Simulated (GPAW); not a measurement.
Crystal: V.

```xyz
1
Lattice="-1.3777 1.6412 1.6479 1.5050 -1.4913 1.6253 1.2725 1.3861 -1.4980" Properties=species:S:1:pos:R:3 pbc="T T T"
V     0.0000    0.0000    0.0000
```

The cell isn't the ideal one: cell sheared at random, sigma 0.1, atoms nudged by 0.01 Å.

Base run:

* Program: GPAW 26.7.0
* Functional: PBE
* Potentials or basis: GPAW PAW data sets (gpaw-data 1.2.1)
* Cutoff: 450 eV
* Basis: pw
* k mesh: 8 × 8 × 9
* Occupations: fermi-dirac, width 0.05 eV
* Spin: collinear spin, ferromagnetic start
* Starting moments: [3.0] μB

Its results: band gap on the k mesh none (metal or under the smearing width); pressure -0.5 GPa; net moment 0.00 μB per cell.

Problem. The run is repeated on the same cell with these changes: functional from PBE to LDA; potentials or basis from GPAW PAW data sets (gpaw-data 1.2.1) to the program's PAW data sets (release 1.2.1) made for this functional. What comes out?

Solution. Band gap on the k mesh none (metal or under the smearing width); pressure -13.8 GPa; net moment 0.00 μB per cell.

Caveats: the cutoff is short for stress and forces, so pressures can be off by a GPa or more.
